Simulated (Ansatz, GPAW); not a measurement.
Given: the input of a run of GPAW 26.7.0 (ASE script) on CdTe. 

Contents of run.py:

```python
from ase import Atoms
from ase.dft.bandgap import bandgap
from ase.io import write
from ase.units import GPa
from gpaw import GPAW, PW

atoms = Atoms(['Te', 'Cd'],
              cell=[[0.0, 3.205, 3.205],
                    [3.205, 0.0, 3.205],
                    [3.205, 3.205, 0.0]],
              scaled_positions=[[0.75, 0.75, 0.75],
                                [0.0, 0.0, 0.0]],
              pbc=True)

calc = GPAW(mode=PW(600),
            xc='PBE',
            kpts={'size': (7, 7, 7), 'gamma': True},
            occupations={'name': 'methfessel-paxton', 'order': 0, 'width': 0.026000000000000002},
            nbands=18,
            convergence={'density': 1e-05, 'energy': 1e-05},
            maxiter=150,
            txt='gpaw.txt')
atoms.calc = calc
energy = atoms.get_potential_energy()
forces = atoms.get_forces()
stress = atoms.get_stress()
calc.write('gs.gpw')
write('result.traj', atoms)
print(f'Energy: {energy:.6f} eV')
print('Forces (eV/A):')
print(forces.round(4))
print('Stress (GPa):', (stress / GPa).round(3))
print('Fermi level:', round(calc.get_fermi_level(), 4), 'eV')
print(f'Gap: {bandgap(calc)[0]:.4f} eV, direct: {bandgap(calc, direct=True)[0]:.4f} eV')
```

Potentials or basis: GPAW PAW data sets (gpaw-data 1.2.1), pw.

Launch:

```sh
$ OMP_NUM_THREADS=1 python run.py
```

Set up the same calculation for Ansatz 0.2.0. Potentials or basis there: all-electron LAPW, scalar-relativistic.

As run (cutoffs and basis follow the program's own potentials, and thresholds, step limits or extra output files can differ):

input.yaml

```yaml
crystal:
  lattice:
    - [0.0, 3.205, 3.205]
    - [3.205, 0.0, 3.205]
    - [3.205, 3.205, 0.0]
  atoms:
    - { symbol: Te, position: [0.75, 0.75, 0.75] }
    - { symbol: Cd, position: [0.0, 0.0, 0.0] }
kpoints:
  mp_grid: { grid: [7, 7, 7] }
scf:
  occupations: { method: gaussian, width: 0.026 }
hamiltonian:
  xc: pbe
  pseudopotentials: { kind: all_electron, lapw: { basis_error: 0.001 } }
output:
  forces: true
  stress: true
  eigenvalues: true
```

Potentials or basis: all-electron LAPW, scalar-relativistic.

Command:

```bash
$ ansatz run input.yaml --threads 1 --pin off --max-ram 3072MiB --backend cpu --events-out ev --progress --plain --runs-dir out
```

Both were run:

|  | GPAW | Ansatz |
| --- | --- | --- |
| Pressure | 3.8 GPa | 4.3 GPa |

Where Ansatz's input types no cutoff or centring, it takes its own default and a Γ-centred mesh.

Pressure is positive in compression.
